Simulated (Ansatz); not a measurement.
# KF: what a change of element does

Computed with Ansatz (plane waves, PAW, 420 eV cutoff): PBE, scalar-relativistic, spin polarisation where moments were expected, Gaussian smearing of 0.05 eV.

KF was relaxed to zero pressure in the COD cell structure.

It takes space group Fm-3m (No. 225, cubic). Conventional cell: a = 5.421 Å, b = 5.421 Å, c = 5.421 Å, α = 90.00°, β = 90.00°, γ = 90.00°. Around K (site symmetry m-3m) lie 6 F at 2.71 Å. F (site symmetry m-3m) is surrounded by 6 K at 2.71 Å. Neighbours are those within 15 % of a site's shortest distance, so a longer bond may be listed from one end only.

Results for KF: a (Å) 5.421, V (Å³/atom) 19.91, shortest unlike bond (Å) 2.71, gap (eV) 5.96, B0 (GPa) 29, E_f (eV/atom) -2.71.

**Question.** All K is replaced by Na and the cell relaxed again in the same space group. What comes out?

**Answer.** NaF: a (Å) 4.701, V (Å³/atom) 12.99, shortest unlike bond (Å) 2.35, gap (eV) 6.09, B0 (GPa) 45, E_f (eV/atom) -2.71.

The volume changes by −34.8 %, or −13.3 % in mean length, and the shortest unlike bond by -0.36 Å. The bulk modulus goes from 28.8 to 45.0 GPa, as V^−1.0: with like bonding the larger cell is the softer.

Gaps are (generalised) Kohn–Sham gaps. E_f is the formation energy from the elements run alike, at 0 K, without zero-point energy or any correction for the binding of gas molecules; it is good to about 0.01 eV/atom as a calculation.

All runs used the PAW datasets of the set soft_2.
